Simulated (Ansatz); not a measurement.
# BeSe: the cost of one run

Program: the Python package of Ansatz 0.2.0. Level of theory: DFT PBE, plane waves, PAW. These are calculated values, not measurements.

**1. The system**

Symmetry: F-43m, No. 216, cubic system. Conventional cell: a = 5.070 Å, b = 5.070 Å, c = 5.070 Å, α = 90.00°, β = 90.00°, γ = 90.00°. Be (site symmetry -43m) has 4 Se at 2.20 Å as nearest neighbours. Se (site symmetry -43m) has 4 Be at 2.20 Å as nearest neighbours.

No structure file is read: the coordinates are typed or built in the script.

**2. The code**

Input file strain.py:

```python
import warnings

import ansatz as az
import numpy as np

FUNCTIONAL = "PBE"
FILLING = "gaussian"
SIGMA = 0.02
CUTOFF_EV = 520
MESH = (6, 6, 6)

VECTORS = np.array([
    [0.0, 2.535, 2.535],
    [2.535, 0.0, 2.535],
    [2.535, 2.535, 0.0],
])
SITES = [
    ("Be", [0.0, 0.0, 0.0]),
    ("Se", [0.25, 0.25, 0.25]),
]


def on_lattice(cell):
    crystal = az.Crystal(lattice=az.Lattice.of(cell))
    for symbol, position in SITES:
        crystal = crystal.atom(symbol, position)
    return crystal

warnings.simplefilter("ignore", az.DeckWarning)

values = np.linspace(-0.05, 0.05, 5)
energies = []
for d in values:
    strain = np.diag([0, 0, d])
    cell = VECTORS @ (np.eye(3) + strain)
    calc = on_lattice(cell).calculation()
    calc = calc.functional(FUNCTIONAL)
    calc = calc.occupations(FILLING, width=SIGMA)
    calc = calc.basis(CUTOFF_EV).kpoints(*MESH)
    data = calc.run(threads=1, pin="off").report
    energies.append(data["free_energy_ev"] / len(SITES))
    print(f"d = {d:+.4f}  F = {energies[-1]:.5f} eV/atom")
energies = np.array(energies)

for value, e in zip(values, energies):
    print(f"strain {value:7.3f}   E - Emin = {1000 * (e - energies.min()):9.3f} meV/atom")
curvature = 2 * np.polyfit(values, energies, 3)[1]
volume = abs(np.linalg.det(VECTORS)) / len(SITES)
print(f"d2E/dd2 over the volume: {curvature / volume * 160.21766:.1f} GPa")
```

**3. Running it**

Started as:

```console
$ python strain.py
```

**Question.** How long does this script take on 1 thread of Arm Neoverse V1, shared host, and how much memory does it need?

About 6.7 s, with a peak of 0.35 GiB.
